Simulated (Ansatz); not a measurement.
MgS:

```
S Mg
1.0
     0.00000    2.83312    2.83312
     2.83312    0.00000    2.83312
     2.83312    2.83312    0.00000
S Mg
1 1
Direct
  0.25000 0.25000 0.25000
  0.00000 0.00000 0.00000
```

The cell comes from a database or a generator and needn't be the stable form of this composition.

- Program: Ansatz 0.2.0
- Task: relaxation of cell and atoms
- Functional: HF
- Potentials or basis: Ansatz PAW
- Cutoff: 420 eV (not typed: the program's choice for these potentials)
- k mesh: 4 × 4 × 4
- Occupations: fermi-dirac, width 0.05 eV
- Spin: no spin polarisation

At the start: volume 22.74 Å³/atom.

Problem. How do energy, volume and symmetry change on relaxing?

Solution. It ends after 4 steps and the volume is 23.58 Å³/atom (+3.7 %); space group F-43m (No. 216, to 0.05 Å).

The path:
| step | energy change (eV) | largest force (eV/Å) | volume (Å³) |
| --- | --- | --- | --- |
| 1 | 0.0000 | 0.0000 | 45.48 |
| 2 | -0.0107 | 0.0000 | 46.77 |
| 3 | -0.0112 | 0.0000 | 47.16 |
| 4 | -0.0120 | 0.0000 | 47.16 |

Final structure:
```cif
data_structure
_symmetry_space_group_name_H-M 'P 1'
_symmetry_Int_Tables_number 1
_cell_length_a 4.0554
_cell_length_b 4.0554
_cell_length_c 4.0554
_cell_angle_alpha 60.000
_cell_angle_beta 60.000
_cell_angle_gamma 60.000
_cell_volume 47.16
loop_
_atom_site_label
_atom_site_type_symbol
_atom_site_fract_x
_atom_site_fract_y
_atom_site_fract_z
_atom_site_occupancy
S1 S 0.25000 0.25000 0.25000 1
Mg1 Mg 0.00000 0.00000 0.00000 1
```

Caveat: the k mesh is coarse (spacing up to 0.48 Å⁻¹), so the values aren't converged, least of all with exact exchange; the plane-wave basis is chosen anew once the cell has moved, so the energies of steps on either side of that aren't comparable; the PAW data sets come from PBE, with cores solved anew for the run's functional, which leaves a small shift of forces and pressure.
